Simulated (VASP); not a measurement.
A run of VASP 6.6.1:

File INCAR:

```
SYSTEM = Cd5O4
ALGO = Fast
DIPOL = 0.5 0.5 0.500
EDIFF = 1E-6
EDIFFG = -0.01
ENCUT = 900
GGA = PE
IBRION = 2
IDIPOL = 3
ISIF = 2
ISMEAR = -1
LASPH = .True.
LCHARG = .False.
LDIPOL = .True.
LREAL = .False.
LWAVE = .False.
NELM = 60
NSW = 60
PREC = Accurate
SIGMA = 0.05
```

KPOINTS

```
k-points
0
Gamma
  7 7 1
  0 0 0
```

The input POSCAR:

```
Cd5O4
1.0
    3.3207855765      0.0000000000      0.0000000000
   -1.6603927882      2.8758846698      0.0000000000
    0.0000000000      0.0000000000     25.8456402768
Cd O
5 4
Selective dynamics
Direct
    0.6666666667      0.3333333333      0.2901843375  F F F
    0.3333333333      0.6666666667      0.3950921687  F F F
    0.0000000000      0.0000000000      0.5000000000  T T T
    0.6666666667      0.3333333333      0.6049078313  T T T
    0.3333333333      0.6666666667      0.7098156625  T T T
    0.0000000000      0.0000000000      0.3426382531  F F F
    0.6666666667      0.3333333333      0.4475460844  F F F
    0.3333333333      0.6666666667      0.5524539156  T T T
    0.0000000000      0.0000000000      0.6573617469  T T T
```

Potentials or basis: VASP PAW PBE potentials, release 64 (Cd, O).

The run is started by

```console
$ cat potpaw_PBE.64/Cd/POTCAR potpaw_PBE.64/O/POTCAR > POTCAR
$ mpirun -np 1 vasp_std > vasp.out
```

Hardware: 1 thread of Intel(R) Xeon(R) 6975P-C (Granite Rapids) (shared host).

Question: Estimate the wall time of this run.

Answer: Run time: 27 min on 1 thread of Intel(R) Xeon(R) 6975P-C (Granite Rapids), on a shared host, peak memory 0.67 GiB. Counts: scf iterations 178, k points 8, ion steps 17.
